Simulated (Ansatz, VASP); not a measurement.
**One calculation of Pd, two programs**

```xyz
1
Lattice="0.0000 1.9358 1.9358 1.9358 0.0000 1.9358 1.9358 1.9358 0.0000" Properties=species:S:1:pos:R:3 pbc="T T T"
Pd    0.0000    0.0000    0.0000
```

Alike in both runs: functional PBEsol; k mesh 24 × 24 × 24; occupations fermi-dirac, width 0.1 eV; no spin polarisation.

Ansatz relaxed the structure, and its values are those at the end. VASP's run is a single point on that final structure, the one shown.

```csv
,VASP,Ansatz
version,VASP 6.6.1,Ansatz 0.2.0
potentials or method,"VASP PAW PBE potentials, release 64 (Pd)","PAW with Ansatz's default frozen-core files, scalar-relativistic"
plane-wave cutoff (eV),520,420
valence electrons in the cell,10,18
```

|  | VASP | Ansatz | Ansatz less VASP |
| --- | --- | --- | --- |
| pressure (GPa) | 0.7 | 1.0 | +0.34 |

The functional is the same, so the differences come from potentials, cutoffs and numerics. The two sets of potentials don't hold the same shells in valence.

Caveats: the PAW data sets were made with another functional, which shifts forces and pressure a little (VASP).
